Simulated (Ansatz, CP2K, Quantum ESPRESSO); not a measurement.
## Tc: programs and potentials compared

```xyz
2
Lattice="2.7400 0.0000 0.0000 -1.3700 2.3729 0.0000 0.0000 0.0000 4.3980" Properties=species:S:1:pos:R:3 pbc="T T T"
Tc    1.3700    0.7910    3.2985
Tc    0.0000    1.5819    1.0995
```

Alike in all runs: task band structure; functional LDA; k mesh 11 × 11 × 6; occupations fermi-dirac, width 0.05 eV; no spin polarisation; no spin-orbit coupling. LDA stands for any of its common fits. Pressure is positive in compression and, in plane waves, holds the error of the finite cutoff.

| program and potentials | plane-wave cutoff (eV) | notes | pressure (GPa) |
| --- | --- | --- | --- |
| CP2K, GTH_POTENTIALS Tc GTH-PADE-q15; TZVP-MOLOPT-PBE-GTH basis | - | atomic basis | -8.75 |
| Quantum ESPRESSO, PseudoDojo 0.4.1 SR LDA standard | 1197 | - | -11.50 |
| Ansatz, all-electron LAPW, scalar-relativistic | - | - | -11.89 |

The pressure spans -11.89 (Ansatz, all-electron LAPW, scalar-relativistic) to -8.75 GPa (CP2K, GTH_POTENTIALS Tc GTH-PADE-q15; TZVP-MOLOPT-PBE-GTH basis), with all-electron results at -11.89. The cell lies far from this level's equilibrium. Rows in atomic bases carry the error of their basis and grid, which can be large.

The functional is the same throughout but for its coding, so the spread measures potentials, basis and numerics; runs on potential files found faulty are left out.
